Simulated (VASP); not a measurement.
Input of a VASP 6.6.1 run:

INCAR

```
  PREC = Accurate
  ENCUT = 520
  EDIFF = 1E-6
  ISMEAR = -1
  SIGMA = 0.02
  LREAL = False
  LASPH = True
  NELM = 100
  ALGO = Normal
  ISIF = 2
  LWAVE = False
  LCHARG = True
  GGA = PS
  LVHAR = True
  KPAR = 4
```

KPOINTS

```
regular mesh
0
Gamma
  11 11 11
```

File POSCAR:

```
C
1.0
    0.0000000000      1.7833700000      1.7833700000
    1.7833700000      0.0000000000      1.7833700000
    1.7833700000      1.7833700000      0.0000000000
C
2
Direct
    0.0000000000      0.0000000000      0.0000000000
    0.2500000000      0.2500000000      0.2500000000
```

Potentials or basis: VASP PAW PBE potentials, release 64 (C).

The run is started by

```console
$ cat potpaw_PBE.64/C/POTCAR > POTCAR
$ mpirun -np 4 vasp_std > vasp.out
```

What does it give for the band gap on the k mesh?

4.00 eV, indirect (least direct gap 5.54 eV).

Predict the pressure.

-3.8 GPa.

Caveat: the PAW data sets were made with another functional, which shifts forces and pressure a little; an odd mesh through Γ misses points on the zone boundary, where band edges often lie.
